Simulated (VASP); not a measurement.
# MgSe (Fm-3m) in VASP: a series of runs

One crystal, MgSe, is run at these levels: revPBE, PBE; tasks: single point.

All numbers are computed with VASP 6.6.1; they aren't measurements. Logs are shortened: lines on timing, memory, paths and dates and some standing lists are left out, and cuts for length are marked.

**1. Starting point**

It takes space group Fm-3m (No. 225, cubic). Conventional cell: a = 5.509 Å, b = 5.509 Å, c = 5.509 Å, α = 90.00°, β = 90.00°, γ = 90.00°. Around Mg (site symmetry m-3m) lie 6 Se at 2.75 Å. Around Se (site symmetry m-3m) lie 6 Mg at 2.75 Å.

**2. Single point, revPBE**

Input file INCAR:

```
ALGO = Normal
EDIFF = 1E-6
ENCUT = 520
GGA = RE
ISIF = 2
ISMEAR = 0
LASPH = T
LCHARG = F
LREAL = F
LWAVE = F
NBANDS = 11
NELM = 100
PREC = Accurate
SIGMA = 0.02
```

Input file KPOINTS:

```
k-points
0
Gamma
  8 8 8
```

Input file POSCAR:

```
MgSe
1.0
    0.0000000000      2.7544736754      2.7544736754
    2.7544736754      0.0000000000      2.7544736754
    2.7544736754      2.7544736754      0.0000000000
Mg Se
1 1
Direct
    0.0000000000      0.0000000000      0.0000000000
    0.5000000000      0.5000000000      0.5000000000
```

Potentials or basis: VASP PAW PBE potentials, release 64 (Mg, Se).

Started as:

```
cat potpaw_PBE.64/Mg/POTCAR potpaw_PBE.64/Se/POTCAR > POTCAR
mpirun -np 1 vasp_std > vasp.out
```

OUTCAR:

```text
EDIFF = 1E-6
   ENCUT = 520
   GGA = RE
   ISIF = 2
   ISMEAR = 0
   LASPH = T
   LREAL = F
   NELM = 100
   PREC = Accurate

 ion  position               nearest neighbor table
   1  0.000  0.000  0.000-   2 2.75   2 2.75   2 2.75   2 2.75   2 2.75   2 2.75
   2  0.500  0.500  0.500-   1 2.75   1 2.75   1 2.75   1 2.75   1 2.75   1 2.75

  LATTYP: Found a face centered cubic cell.
 ALAT       =     5.5089473508

  Lattice vectors:

 A1 = (   0.0000000000,   2.7544736754,   2.7544736754)
 A2 = (   2.7544736754,   0.0000000000,   2.7544736754)
 A3 = (   2.7544736754,   2.7544736754,   0.0000000000)

Analysis of symmetry for initial positions (statically):
=====================================================================
 Subroutine PRICEL returns:
 Original cell was already a primitive cell.

 Routine SETGRP: Setting up the symmetry group for a
 face centered cubic supercell.

 Subroutine GETGRP returns: Found 48 space group operations
 (whereof 48 operations were pure point group operations)
 out of a pool of 48 trial point group operations.

The static configuration has the point symmetry O_h .

Analysis of symmetry for dynamics (positions and initial velocities):
=====================================================================
 Subroutine PRICEL returns:
 Original cell was already a primitive cell.

 Routine SETGRP: Setting up the symmetry group for a
 face centered cubic supercell.

 Subroutine GETGRP returns: Found 48 space group operations
 (whereof 48 operations were pure point group operations)
 out of a pool of 48 trial point group operations.

The dynamic configuration has the point symmetry O_h .

 Subroutine INISYM returns: Found 48 space group operations
 (whereof 48 operations are pure point group operations),
 and found     1 'primitive' translations

----------------------------------------------------------------------------------------

                                     Primitive cell

  volume of cell :      41.7971

  direct lattice vectors                    reciprocal lattice vectors
     0.000000000  2.754473675  2.754473675    -0.181522882  0.181522882  0.181522882
     2.754473675  0.000000000  2.754473675     0.181522882 -0.181522882  0.181522882
     2.754473675  2.754473675  0.000000000     0.181522882  0.181522882 -0.181522882

  length of vectors
     3.895414029  3.895414029  3.895414029     0.314406854  0.314406854  0.314406854

  position of ions in fractional coordinates (direct lattice)
     0.000000000  0.000000000  0.000000000
     0.500000000  0.500000000  0.500000000

  ion indices of the primitive-cell ions
   primitive index   ion index
                 1           1
                 2           2

----------------------------------------------------------------------------------------

 KPOINTS: k-points

Automatic generation of k-mesh.
 Grid dimensions read from file:
 generate k-points for:    8    8    8

 Generating k-lattice:

  Cartesian coordinates                     Fractional coordinates (reciprocal lattice)
    -0.022690360  0.022690360  0.022690360     0.125000000  0.000000000  0.000000000
     0.022690360 -0.022690360  0.022690360     0.000000000  0.125000000  0.000000000
     0.022690360  0.022690360 -0.022690360     0.000000000  0.000000000  0.125000000

  Length of vectors
     0.039300857  0.039300857  0.039300857

  Shift w.r.t. Gamma in fractional coordinates (k-lattice)
     0.000000000  0.000000000  0.000000000

 Subroutine IBZKPT returns following result:
 ===========================================

 Found     29 irreducible k-points:

 Following reciprocal coordinates:
            Coordinates               Weight
  0.000000  0.000000  0.000000      1.000000
  0.125000  0.000000  0.000000      8.000000
  0.250000  0.000000  0.000000      8.000000
  0.375000  0.000000  0.000000      8.000000
  0.500000  0.000000  0.000000      4.000000
  0.125000  0.125000  0.000000      6.000000
[... 16 lines left out ...]
  0.500000  0.250000  0.125000     48.000000
 -0.375000  0.250000  0.125000     24.000000
 [... further k-points ...]
   k-points           NKPTS =     29   k-points in BZ     NKDIM =     29   number of bands    NBANDS=     11
   number of dos      NEDOS =    301   number of ions     NIONS =      2
   total plane-waves  NPLWV =  27000
   dimension x,y,z NGX =    30 NGY =   30 NGZ =   30
   dimension x,y,z NGXF=    60 NGYF=   60 NGZF=   60
   ions per type =               1   1
   NGX,Y,Z   is equivalent  to a cutoff of  12.80, 12.80, 12.80 a.u.
   NGXF,Y,Z  is equivalent  to a cutoff of  25.61, 25.61, 25.61 a.u.
 SYSTEM =  unknown system
   PREC   = accura    normal or accurate (medium, high low for compatibility)
   ISTART =      0    job   : 0-new  1-cont  2-samecut
   ICHARG =      2    charge: 1-file 2-atom 10-const
   ISPIN  =      1    spin polarized calculation?
   LNONCOLLINEAR =      F non collinear calculations
   LSORBIT =      F    spin-orbit coupling
   LASPH  =      T    aspherical Exc in radial PAW
   ENCUT  =  520.0 eV  38.22 Ry    6.18 a.u.   7.24  7.24  7.24*2*pi/ulx,y,z
   NELM   =    100;   NELMIN=  2; NELMDL= -5     # of ELM steps
   EDIFF  = 0.1E-05   stopping-criterion for ELM
   LREAL  =      F    real-space projection
   EDIFFG = 0.1E-04   stopping-criterion for IOM
   NSW    =      0    number of steps for IOM
   IBRION =     -1    ionic relax: 0-MD 1-quasi-New 2-CG
   NFREE  =      0    steps in history (QN), initial steepest desc. (CG)
   ISIF   =      2    stress and relaxation
   ISYM   =      2    0-nonsym 1-usesym 2-fastsym
   POTIM  = 0.5000    time-step for ionic-motion
   TEBEG  =    0.0;   TEEND  =   0.0 temperature during run
   PSTRESS=    0.0 pullay stress
   NELECT =       8.0000    total number of electrons
   NUPDOWN=      -1.0000    fix difference up-down
   EMIN   =  10.00;   EMAX   =-10.00  energy-range for DOS
   EFERMI =   0.00;   METHOD = LEGACY
   ISMEAR =     0;   SIGMA  =   0.02  broadening in eV -4-tet -1-fermi 0-gaus
   EFERMI_NEDOS =   21; number of points for ismear=-14 and -15
   IALGO  =     38    algorithm
   IMIX   =      4    mixing-type and parameters
     AMIX     =   0.40;   BMIX     =  1.00
     AMIX_MAG =   1.60;   BMIX_MAG =  1.00
  volume/ion in A,a.u.               =      20.90       141.03
  Fermi-wavevector in a.u.,A,eV,Ry     =   0.943459  1.782878 12.110739  0.890114
  Thomas-Fermi vector in A             =   2.071168
   LORBIT       =      0    0 simple, 1 ext, 2 COOP (PROOUT), +10 PAW based schemes
   GGA     = RE    functional components
   LHFCALC =     F    Hartree Fock is set to
   AEXX    =    0.0000 exact exchange contribution
   IVDW    =     0    specifies the selected vdW correction
   LEPSILON=     F    determine dielectric tensor
   LRPA    =     F    only Hartree local field effects (RPA)
 non-spin polarized calculation
 Gauss-broadening in eV      SIGMA  =   0.02
  energy-cutoff  :      520.00
  volume of cell :       41.80
 maximum number of plane-waves:      1158
 NGX is ok and might be reduce to    30
   NGX = 15   NGY = 15   NGZ = 15

 number of electron       7.9999999 magnetization

 Free energy of the ion-electron system (eV)
  ---------------------------------------------------
  ext. energy  EPLUGINS =         0.00000000
  ---------------------------------------------------
  free energy    TOTEN  =        -7.01908313 eV

  energy without entropy =       -7.01908313  energy(sigma->0) =       -7.01908313

 E-fermi :   3.1543     XC(G=0):  -9.2617

 val. band max:        3.0404511111   @ k =   0.0000   0.0000   0.0000
 cond. band min:       4.8971386258   @ k =   0.5000   0.5000   0.0000
 fundamental gap:      1.8566875148
 Fermi energy:         3.1543297512

 k-point     1 :       0.0000    0.0000    0.0000
  band No.  band energies     occupation
      1      -9.7073      2.00000
      2       3.0405      2.00000
      3       3.0405      2.00000
      4       3.0405      2.00000
      5       5.5461      0.00000
      6      10.4871      0.00000
      7      10.4871      0.00000
      8      10.4871      0.00000
      9      12.9690      0.00000
     10      12.9690      0.00000
     11      14.0287      0.00000

 k-point     2 :       0.1250    0.0000    0.0000
  band No.  band energies     occupation
      1      -9.5820      2.00000
      2       1.8633      2.00000
      3       2.9461      2.00000
      4       2.9461      2.00000
      5       6.5031      0.00000
      6      10.1591      0.00000
      7      10.6966      0.00000
      8      10.6966      0.00000
      9      11.9778      0.00000
     10      11.9778      0.00000
     11      13.7381      0.00000

 k-point     3 :       0.2500    0.0000    0.0000
  band No.  band energies     occupation
      1      -9.2475      2.00000
      2       0.1360      2.00000
      3       2.7409      2.00000
      4       2.7409      2.00000
      5       7.1319      0.00000
      6      10.1142      0.00000
      7      10.1142      0.00000
      8      10.7058      0.00000
      9      12.5946      0.00000
     10      12.5946      0.00000
     11      12.9997      0.00000
[... 267 lines left out ...]
 k-point    23 :       0.5000    0.2500    0.1250
  band No.  band energies     occupation
      1      -8.6571      2.00000
      2      -0.8655      2.00000
      3       1.0583      2.00000
      4       2.0588      2.00000
      5       7.7996      0.00000
      6       8.7374      0.00000
      7      10.2571      0.00000
      8      11.2695      0.00000
      9      13.8176      0.00000
     10      15.6550      0.00000
     11      16.3763      0.00000

 k-point    24 :      -0.3750    0.2500    0.1250
  band No.  band energies     occupation
      1      -8.5033      2.00000
      2      -1.2065      2.00000
      3       0.9207      2.00000
      4       1.8904      2.00000
      5       7.7845      0.00000
      6       8.4537      0.00000
      7      10.7442      0.00000
      8      12.0069      0.00000
      9      14.0411      0.00000
     10      14.6723      0.00000
     11      17.0454      0.00000

 [... further k-points ...]

------------------------ aborting loop because EDIFF is reached ----------------------------------------

  FORCE on cell =-STRESS in cart. coord.  units (eV):
  Direction    XX          YY          ZZ          XY          YZ          ZX
  --------------------------------------------------------------------------------------
  -------------------------------------------------------------------------------------
  Total        0.3175281      0.3175281      0.3175281      0.0000000      0.0000000     -0.0000000
  in kB       12.1715783     12.1715783     12.1715783      0.0000000      0.0000000     -0.0000000
  external PRESSURE =      12.1715783 kB  Pullay stress =       0.0000000 kB

 VOLUME and BASIS-vectors are now :
 -----------------------------------------------------------------------------
  energy-cutoff  :      520.00
  volume of cell :       41.80
      direct lattice vectors                 reciprocal lattice vectors
     0.000000000  2.754473675  2.754473675    -0.181522882  0.181522882  0.181522882
     2.754473675  0.000000000  2.754473675     0.181522882 -0.181522882  0.181522882
     2.754473675  2.754473675  0.000000000     0.181522882  0.181522882 -0.181522882

 POSITION                                       TOTAL-FORCE (eV/Angst)
 -----------------------------------------------------------------------------------
      0.00000      0.00000      0.00000         0.000000     -0.000000     -0.000000
      2.75447      2.75447      2.75447        -0.000000      0.000000      0.000000
 -----------------------------------------------------------------------------------
    total drift:                               -0.000000     -0.000000      0.000000

  FREE ENERGIE OF THE ION-ELECTRON SYSTEM (eV)
  ---------------------------------------------------
  free  energy   TOTEN  =        -7.0190831301 eV

  energy  without entropy=       -7.0190831301  energy(sigma->0) =       -7.01908313
```

It took 9.9 s on 1 thread of Intel Xeon Platinum 8375C at 2.90GHz (Ice Lake), shared host; peak memory 0.17 GiB.

What came out:

* Free energy: -7.0191 eV
* Pressure: 1.2 GPa
* Band gap on the k mesh: 1.86 eV, indirect (least direct gap 2.51 eV)

Levels at points of the mesh, in eV from the valence-band top:
| k point | band 1 | band 2 | band 3 | band 4 | band 5 | band 6 | band 7 | band 8 |
| --- | --- | --- | --- | --- | --- | --- | --- | --- |
| (0.00, 0.00, 0.00) | -12.75 | 0.00 | 0.00 | 0.00 | 2.51 | 7.45 | 7.45 | 7.45 |
| (0.50, 0.00, 0.00) | -11.70 | -4.75 | -0.55 | -0.55 | 3.85 | 6.11 | 6.11 | 8.51 |
| (0.50, 0.50, 0.00) | -11.40 | -4.08 | -1.70 | -1.70 | 1.86 | 4.08 | 11.51 | 11.99 |

Caveat: the PAW data sets were made with another functional, which shifts forces and pressure a little. A k mesh can miss the band edges.

(Part 1 of 2 ends here.)
